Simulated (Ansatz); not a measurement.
# AlNi: a sweep of the PAW cutoff

Aim: hold AlNi and all else fixed and vary the PAW cutoff, to see how far energy and properties move.

Computed with Ansatz 0.2.0 (DFT, PBE, PAW with Ansatz's default frozen-core files, scalar-relativistic, unless a step's input says otherwise).

**1. Starting point**

It takes space group Pm-3m (No. 221, cubic). Conventional cell: a = 2.881 Å, b = 2.881 Å, c = 2.881 Å, α = 90.00°, β = 90.00°, γ = 90.00°. Around Al (site symmetry m-3m) lie 8 Ni at 2.50 Å. Ni (site symmetry m-3m) has 8 Al at 2.50 Å as nearest neighbours.

As a file:

```cif
data_structure
_symmetry_space_group_name_H-M 'Pm-3m'
_symmetry_Int_Tables_number 221
_cell_length_a 2.8810
_cell_length_b 2.8810
_cell_length_c 2.8810
_cell_angle_alpha 90.000
_cell_angle_beta 90.000
_cell_angle_gamma 90.000
_cell_volume 23.91
loop_
_atom_site_label
_atom_site_type_symbol
_atom_site_symmetry_multiplicity
_atom_site_Wyckoff_symbol
_atom_site_fract_x
_atom_site_fract_y
_atom_site_fract_z
_atom_site_occupancy
Al1 Al 1 a 0.00000 0.00000 0.00000 1
Ni1 Ni 1 b 0.50000 0.50000 0.50000 1
```

The file gives the conventional cell by its symmetry; the runs use the cell typed in the input.

The geometry is a database entry used as it stands. It may stem from high pressure or temperature, or be incomplete, so it serves as a test cell.

Atoms are numbered in the order of the input: Al1, Ni2.

**2. With PAW files, cutoff 150 eV**

Contents of input.yaml:

```yaml
crystal:
  lattice:
    - [2.881, 0.0, 0.0]
    - [0.0, 2.881, 0.0]
    - [0.0, 0.0, 2.881]
  atoms:
    - { symbol: Al, position: [0.0, 0.0, 0.0] }
    - { symbol: Ni, position: [0.5, 0.5, 0.5], spin: 1.5 }
magnetization:
  spin_polarized: true
kpoints:
  mp_grid: { grid: [14, 14, 14] }
scf:
  occupations: { method: fermi_dirac, width: 0.03 }
hamiltonian:
  xc: pbe
  pseudopotentials: { kind: paw }
output:
  forces: true
  stress: true
  eigenvalues: true
  efg: { contact_densities: true }
basis:
  ecutwfc: 150
```

On the command line:

```console
> ansatz run input.yaml --threads 1 --pin off --max-ram 3072MiB --backend cpu --events-out ev --progress --plain --runs-dir out
```

**3. With PAW files, cutoff 200 eV**

Edit input.yaml of step 2 so:

```diff
@@ -23,2 +23,2 @@
 basis:
-  ecutwfc: 150
+  ecutwfc: 200
```

**4. With PAW files, cutoff 300 eV**

Edit input.yaml of step 3 so:

```diff
@@ -23,2 +23,2 @@
 basis:
-  ecutwfc: 200
+  ecutwfc: 300
```

**5. With PAW files, cutoff 500 eV**

Edit input.yaml of step 4 so:

```diff
@@ -22,3 +22,7 @@
   efg: { contact_densities: true }
+  write_density: true
+  write_potential: true
+  elf: true
+  volumetric_format: npy
 basis:
-  ecutwfc: 300
+  ecutwfc: 500
```

**6. With PAW files, cutoff 600 eV**

Edit input.yaml of step 5 so:

```diff
@@ -27,2 +27,2 @@
 basis:
-  ecutwfc: 500
+  ecutwfc: 600
```

(Steps that only read results are left out.)

What does the calculation give? Wanted: energy error of the loosest run; pressure, lowest to highest.

As calculated:

| quantity | value |
| --- | --- |
| energy error of the loosest run (PAW) | 44945.4 meV/atom |
| within 1 meV/atom from | cutoff 500 eV |
| pressure, lowest to highest (PAW) | 2.07 to 25.81 GPa |

What this shows: At the loosest setting in the table the energy misses the tightest run by 44945.4 meV/atom; from cutoff 500 eV on, all lie within 1 meV/atom of it. The energy falls at every step, as a growing basis should make it. The pressure spans 23.73 GPa (PAW). The tightest run took 7.3 s against 3.2 s for the loosest.
